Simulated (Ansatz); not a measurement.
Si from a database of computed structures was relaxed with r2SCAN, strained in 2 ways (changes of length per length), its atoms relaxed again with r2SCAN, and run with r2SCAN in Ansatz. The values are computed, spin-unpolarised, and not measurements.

Epitaxial -5.09 % in the xy plane, free normal strain +3.71 %. Input:
```yaml
crystal:
  lattice:
    - [0.0, 2.5835638434, 2.8231982916]
    - [2.5835638434, 0.0, 2.8231982916]
    - [2.5835638434, 2.5835638434, 0.0]
  atoms:
    - { symbol: Si, position: [0.25, 0.25, 0.25] }
    - { symbol: Si, position: [0.0, 0.0, 0.0] }
kpoints:
  mp_grid: { grid: [8, 8, 8] }
  band_path:
    path:
      - [0.0, 0.0, 0.0]
      - [0.5, 0.0, 0.5]
      - [0.625, 0.25, 0.625]
      - [0.375, 0.375, 0.75]
      - [0.5, 0.5, 0.5]
      - [0.5, 0.25, 0.75]
      - [0.0, 0.421875, 0.421875]
    npoints: 1
hamiltonian:
  xc: r2scan
scf:
  occupations: { method: fermi_dirac, width: 0.02 }
  n_extra_bands: 4
output:
  forces: true
  stress: true
  eigenvalues: true
```

Main results, then levels in eV from the Fermi energy at the points of the path (names of the unstrained zone, bands numbered from 0):
```
Crystal: 2 atoms, lattice volume = 37.689 Å³
Basis set: ecut = 500 eV, 935 PW (Γ)
Symmetry: 16 space group operations
Space group: I41/amd (ITA 141)
k-points: 59 of 512
Free energy (F): -1277.997964 eV
Fermi energy:    7.168714 eV
--- Stress (GPa, compression-positive) ---
       10.946429       0.000000       0.000000
        0.000000      10.946429       0.000000
        0.000000       0.000000       0.005074
  P = ⅓ Tr σ = 7.2993 GPa (72.993 kbar)
```
```tsv
point	band_0	band_1	band_2	band_3	band_4	band_5	band_6
Γ	-13.322	-0.845	-0.077	-0.077	2.354	2.354	2.683
X	-8.508	-8.508	-3.749	-3.749	0.202	0.202	9.981
U	-9.088	-7.888	-5.104	-3.302	0.755	3.775	7.185
K	-9.285	-8.427	-5.130	-2.504	1.551	5.026	7.991
L	-10.692	-7.921	-2.167	-1.158	1.340	3.277	3.596
W	-8.605	-8.605	-4.608	-4.608	4.473	4.473	5.920
(0,0.422,0.422)	-9.823	-7.063	-3.668	-3.606	0.039	0.712	8.366
```

r2SCAN gives an indirect gap of 0.12 eV, from Γ to Γ–X (0.84 of the way from Γ); the least direct gap is 2.43 eV at Γ. With the atoms held, the mean pressure is +7.30 GPa (compression positive).

**Question.** Uniaxial -0.73 % along z, other directions held gives these blocks instead:
```yaml
crystal:
  lattice:
    - [0.0, 2.7221197381, 2.702248264]
    - [2.7221197381, 0.0, 2.702248264]
    - [2.7221197381, 2.7221197381, 0.0]
  atoms:
    - { symbol: Si, position: [0.25, 0.25, 0.25] }
    - { symbol: Si, position: [0.0, 0.0, 0.0] }
kpoints:
  mp_grid: { grid: [8, 8, 8] }
  band_path:
    path:
      - [0.0, 0.0, 0.0]
      - [0.5, 0.0, 0.5]
      - [0.625, 0.25, 0.625]
      - [0.375, 0.375, 0.75]
      - [0.5, 0.5, 0.5]
      - [0.5, 0.25, 0.75]
      - [0.419271, 0.419271, 0.0]
    npoints: 1
scf:
  occupations: { method: fixed }
  n_extra_bands: 4
```
What comes out?

**Answer.**
```
Crystal: 2 atoms, lattice volume = 40.047 Å³
Basis set: ecut = 500 eV, 965 PW (Γ)
Symmetry: 16 space group operations
Space group: I41/amd (ITA 141)
k-points: 59 of 512
Free energy (F): -1278.128931 eV
Fermi energy:    6.191247 eV
--- Stress (GPa, compression-positive) ---
        0.470463       0.000000       0.000000
        0.000000       0.470463       0.000000
        0.000000       0.000000       1.241102
  P = ⅓ Tr σ = 0.7273 GPa (7.273 kbar)
```
```tsv
point	band_0	band_1	band_2	band_3	band_4	band_5	band_6
Γ	-12.572	-0.055	-0.055	0.000	2.686	2.716	2.716
X	-8.218	-8.218	-3.034	-3.034	0.890	0.890	10.821
U	-8.645	-7.594	-4.536	-2.583	1.405	4.456	7.931
K	-8.632	-7.553	-4.532	-2.643	1.339	4.355	7.928
L	-10.119	-7.312	-1.349	-1.275	1.832	3.505	3.566
W	-8.025	-8.025	-4.068	-4.068	4.520	4.520	5.344
(0.419,0.419,0)	-9.420	-6.782	-2.982	-2.982	0.674	1.304	9.448
```
r2SCAN gives an indirect gap of 0.67 eV, from Γ to Γ–X (0.84 of the way from Γ); the least direct gap is 2.69 eV at Γ. The mean pressure at these positions is +0.73 GPa, compression counted positive.
